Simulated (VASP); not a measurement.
# Settings for Rb: density of states

Rb, Im-3m (no. 229), 1 atom in the cell. LDA; PAW potentials Rb_sv (LDA set). VASP 6.6.1.

Wanted: density of states by 0.5 eV bins within 8 %; centre of the states within 12 eV below the valence top within 0.03 eV; states at the Fermi level within 8 %.

What the run is for: density of states; Accuracy asked: standard; k mesh of the density: 8 × 8 × 8.

POSCAR:
```
Rb
1.0
   -2.8025000000      2.8025000000      2.8025000000
    2.8025000000     -2.8025000000      2.8025000000
    2.8025000000      2.8025000000     -2.8025000000
Rb
1
Direct
    0.0000000000      0.0000000000      0.0000000000
```

The series start from Plane-wave cutoff (eV): 250; k-point mesh: 9 × 9 × 9; Energy points (NEDOS): 2001; Occupations for the DOS: ISMEAR=-5; Electronic threshold (eV): 1e-6; Precision mode (PREC): Accurate. Each series keeps the choices made before it, and each single choice may use up half of a tolerance. Times cover all steps of a run.

## Plane-wave cutoff (eV)

| Plane-wave cutoff (eV) | Density of states by 0.5 eV bins, largest deviation against the largest value | Centre of the states within 12 eV below the valence top (eV) | States at the Fermi level (states/eV/atom) | Time (s) |
|---|---|---|---|---|
| 180 | 0.85 % | -0.728 | 1.027 | 5.3 |
| 220 | 0.57 % | -0.729 | 1.027 | 5.6 |
| 250 | 0.33 % | -0.729 | 1.027 | 9.8 |
| 290 | 0.094 % | -0.729 | 1.027 | 10 |
| 350 | 0.018 % | -0.729 | 1.027 | 14 |
| 440 (reference) | 0 % | -0.729 | 1.027 | 16 |

## k-point mesh

| k-point mesh | Density of states by 0.5 eV bins, largest deviation against the largest value | Centre of the states within 12 eV below the valence top (eV) | States at the Fermi level (states/eV/atom) | Time (s) |
|---|---|---|---|---|
| 4 × 4 × 4 | 32 % | -0.570 | 2.382 | 3.6 |
| 5 × 5 × 5 | 13 % | -0.651 | 1.122 | 3.6 |
| 6 × 6 × 6 | 17 % | -0.690 | 1.304 | 4.0 |
| 8 × 8 × 8 | 11 % | -0.723 | 1.074 | 4.5 |
| 9 × 9 × 9 | 11 % | -0.728 | 1.027 | 5.3 |
| 11 × 11 × 11 | 4.8 % | -0.747 | 0.967 | 6.4 |
| 14 × 14 × 14 | 1.2 % | -0.751 | 0.9366 | 9.1 |
| 16 × 16 × 16 (reference) | 0 % | -0.752 | 0.9268 | 11 |

## Energy points (NEDOS)

| Energy points (NEDOS) | Density of states by 0.5 eV bins, largest deviation against the largest value | Centre of the states within 12 eV below the valence top (eV) | States at the Fermi level (states/eV/atom) | Time (s) |
|---|---|---|---|---|
| 301 | 2.5 % | -0.792 | 0.9394 | 9.1 |
| 501 | 1.1 % | -0.768 | 0.9306 | 8.9 |
| 1001 | 0.37 % | -0.751 | 0.9424 | 9.2 |
| 2001 | 0.058 % | -0.751 | 0.9366 | 9.1 |
| 4001 (reference) | 0 % | -0.747 | 0.9395 | 9.0 |

## Occupations for the DOS

| Occupations for the DOS | Density of states by 0.5 eV bins, largest deviation against the largest value | Centre of the states within 12 eV below the valence top (eV) | States at the Fermi level (states/eV/atom) | Time (s) |
|---|---|---|---|---|
| ISMEAR=-5 | 0 % | -0.751 | 0.9424 | 9.2 |
| ISMEAR=-4 | 0 % | -0.751 | 0.9424 | 9.0 |
| ISMEAR=0 SIGMA=0.05 | 11 % | -0.742 | 1.113 | 7.8 |
| ISMEAR=0 SIGMA=0.1 | 8.6 % | -0.746 | 0.9728 | 7.9 |
| ISMEAR=-15 SIGMA=0.025 | 0.14 % | -0.750 | 0.9424 | 9.5 |
| ISMEAR=1 SIGMA=0.1 | 11 % | -0.740 | 1.05 | 7.9 |

## Electronic threshold (eV)

| Electronic threshold (eV) | Density of states by 0.5 eV bins, largest deviation against the largest value | Centre of the states within 12 eV below the valence top (eV) | States at the Fermi level (states/eV/atom) | Time (s) |
|---|---|---|---|---|
| 0.001 | 0.52 % | -0.754 | 0.9378 | 7.2 |
| 0.0001 | 0.48 % | -0.750 | 0.9433 | 8.0 |
| 1e-5 | 0.48 % | -0.751 | 0.9426 | 8.2 |
| 1e-6 (reference) | 0 % | -0.751 | 0.9424 | 9.2 |

## Precision mode (PREC)

| Precision mode (PREC) | Density of states by 0.5 eV bins, largest deviation against the largest value | Centre of the states within 12 eV below the valence top (eV) | States at the Fermi level (states/eV/atom) | Time (s) |
|---|---|---|---|---|
| Normal | 0.015 % | -0.754 | 0.9378 | 4.4 |
| Accurate (reference) | 0 % | -0.754 | 0.9378 | 7.2 |

## Question

The rows run from the loosest to the tightest (no order: occupations for the DOS). For each series: choose the loosest value from which every tighter one stays within half of the tolerance; where there is no order, keep the first row unless others stay within half of the tolerance and take at least 30 % less time, and then take the fastest.

## Answer

- Plane-wave cutoff (eV): 180
- k-point mesh: 14 × 14 × 14
- Energy points (NEDOS): 1001
- Occupations for the DOS: ISMEAR=-5
- Electronic threshold (eV): 0.001
- Precision mode (PREC): Normal

## All choices together

| Input | Density of states by 0.5 eV bins, largest deviation against the largest value | Centre of the states within 12 eV below the valence top (eV) | States at the Fermi level (states/eV/atom) | Time (s) |
|---|---|---|---|---|
| defaults for smearing, thresholds and mesh (naive) | 89 % | -0.969 | 2.671 | 6.1 |
| chosen settings | 1.3 % | -0.754 | 0.9378 | 4.4 |
| reference settings throughout | 0 % | -0.749 | 0.9287 | 38 |

The tolerance is met.

## The input

INCAR.step1:
```
SYSTEM = Rb
GGA = CA ; ISMEAR = 1
SIGMA = 0.1 ; LWAVE = .False.
LCHARG = .True. ; NBANDS = 18
PREC = Normal ; LASPH = .True.
LREAL = .False. ; ALGO = Normal
EDIFF = 0.001 ; NELM = 120
GGA_COMPAT = .False. ; ENCUT = 180
```

INCAR.step2, as INCAR.step1 but for:
```
- ISMEAR = 1
- SIGMA = 0.1
- LCHARG = .True.
+ ISMEAR = -5
+ LCHARG = .False.
+ NEDOS = 1001
+ LORBIT = 11
+ EMIN = -17.0671
+ EMAX = 7.9329
+ ICHARG = 11
```

KPOINTS.step1:
```
k-points
0
Gamma
  8 8 8
```

KPOINTS.step2:
```
Automatic mesh
0
Gamma
  14 14 14
  0 0 0
```

Commands (each step's output is kept before the next begins):
```
cat potpaw_LDA.64/Rb_sv/POTCAR > POTCAR
cp INCAR.step1 INCAR
cp KPOINTS.step1 KPOINTS
mpirun -np 1 vasp_std > vasp.out
cp INCAR.step2 INCAR
cp KPOINTS.step2 KPOINTS
mpirun -np 1 vasp_std > vasp.out
```

The chosen input took VASP 6.6.1 4.4 s on 1 core (Intel Xeon 6975P-C (Granite Rapids)), a shared host.

## An input that fails: tetrahedra on too few k points

VASP's message: IBZKPT: tetrahedron method fails for NKPT<4. NKPT = 1.

k mesh: 9 × 9 × 9 becomes 1 × 1 × 1.

Changes against the starting input:
```
(step 2)
- NELM = 120
+ NELM = 90
```
